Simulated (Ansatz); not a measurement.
Seebeck coefficient (μV/K, mean over directions) of p-type ZnTe (F-43m) against carrier density, r2SCAN with spin-orbit coupling, rigid bands (Ansatz, a first-principles code). Computed gap 1.52 eV; densities at which minority carriers matter at this gap, or further valleys turn the trend, are left out. Conductivity mass 0.48 mₑ (harmonic mean over directions), N_v = 1.7e19 cm⁻³ at 300 K.

```
hole density  300 K  500 K
------------  -----  -----
1e16 cm⁻³       ___    921
1e17 cm⁻³       652    722
1e18 cm⁻³       455    524
3e18 cm⁻³       ___    430
1e19 cm⁻³       261    328
3e19 cm⁻³       ___    238
1e20 cm⁻³        99    150
3e20 cm⁻³        54     89
1e21 cm⁻³        29     49
```

Task: Some entries are withheld; supply them.

Result: 
- 1e16 cm⁻³, 300 K: 851
- 3e18 cm⁻³, 300 K: 361
- 3e19 cm⁻³, 300 K: 176

Rigid bands with a gap fixed in temperature, one relaxation time for all states, no polarons or phonon drag, and whether or not such doping can be reached.
